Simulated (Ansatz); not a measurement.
## SiO₂: Field gradients at the nuclei

The cell is a computed structure from the Materials Project (it need not be an observed phase), atoms as given.

```
CELL_PARAMETERS angstrom
8.98644 0.00000 0.00000
0.00000 8.98644 0.00000
0.00000 0.00000 8.07132
ATOMIC_POSITIONS crystal
Si 0.28247 0.55543 0.43724
Si 0.55543 0.28247 0.93724
Si 0.71753 0.55543 0.06276
Si 0.55543 0.71753 0.56276
Si 0.78247 0.94457 0.43724
Si 0.44457 0.28247 0.56276
Si 0.05543 0.21753 0.93724
Si 0.78247 0.05543 0.06276
Si 0.71753 0.44457 0.43724
Si 0.94457 0.21753 0.56276
Si 0.21753 0.05543 0.43724
Si 0.05543 0.78247 0.56276
Si 0.44457 0.71753 0.93724
Si 0.28247 0.44457 0.06276
Si 0.21753 0.94457 0.06276
Si 0.94457 0.78247 0.93724
O 0.86974 0.36974 0.50000
O 0.82350 0.91644 0.94354
O 0.58356 0.32350 0.44354
O 0.63026 0.86974 0.50000
O 0.50000 0.26171 0.75000
O 0.41644 0.67650 0.44354
O 0.50000 0.73829 0.75000
O 0.17650 0.91644 0.55646
O 0.13026 0.36974 0.00000
O 0.17650 0.08356 0.94354
O 0.32350 0.58356 0.94354
O 0.67650 0.41644 0.94354
O 0.36974 0.86974 0.00000
O 0.67650 0.58356 0.55646
O 0.58356 0.67650 0.05646
O 0.32350 0.41644 0.55646
O 0.73829 0.50000 0.25000
O 0.13026 0.63026 0.50000
O 0.41644 0.32350 0.05646
O 0.82350 0.08356 0.55646
O 0.91644 0.82350 0.44354
O 0.23829 0.00000 0.25000
O 0.08356 0.17650 0.44354
O 0.76171 0.00000 0.25000
O 0.26171 0.50000 0.25000
O 0.91644 0.17650 0.05646
O 0.00000 0.23829 0.75000
O 0.08356 0.82350 0.05646
O 0.00000 0.76171 0.75000
O 0.63026 0.13026 0.00000
O 0.86974 0.63026 0.00000
O 0.36974 0.13026 0.50000
```

Atoms are numbered from 1 in the order listed; like atoms form one site, named after its first atom.

The numbers come from a DFT calculation in Ansatz (PBE, plane waves and PAW, scalar-relativistic, 420 eV cutoff, Γ-centred 3×3×3 k-points, Fermi–Dirac smearing 0.02 eV).

Conventions: |V_zz| ≥ |V_yy| ≥ |V_xx|, η = (V_xx − V_yy)/V_zz, C_Q = eQV_zz/h. Directions are in the Cartesian axes of the cell vectors above, for the atom listed; none is given where the gradient is under 0.02 or η is above 0.95.

Task: What field gradients does the calculation give at each kind of site?

Result: 

| site | first atom | first shell | V_zz (10²¹ V/m²) | η | direction of V_zz (x, y, z) |
| --- | --- | --- | --- | --- | --- |
| Si | 1 | 4 O at 1.60–1.62 Å | 0.93 | 0.99 | – |
| O17 | 17 | 2 Si at 1.61 Å, angle 144° | 9.42 | 0.13 | -0.67 0.67 -0.32 |
| O18 | 18 | 2 Si at 1.62 Å, angle 138° | 8.96 | 0.23 | -0.48 0.81 0.34 |
| O21 | 21 | 2 Si at 1.60 Å, angle 167° | 10.10 | 0.00 | 0.32 0.00 0.95 |

At O17 and O18 V_zz runs parallel to the line that joins its two neighbours (within 1°) in each case. At O21 V_zz points along the line of its two bonds (within 1°).

At this cell the PBE pressure is 5 GPa, so with PBE the cell would grow if it were relaxed. The entry's cell may itself be off. The largest force is 0.4 eV/Å, so the atoms aren't at the calculated equilibrium and relaxing them would move these values. Where η is near 1 the sign of V_zz means little.
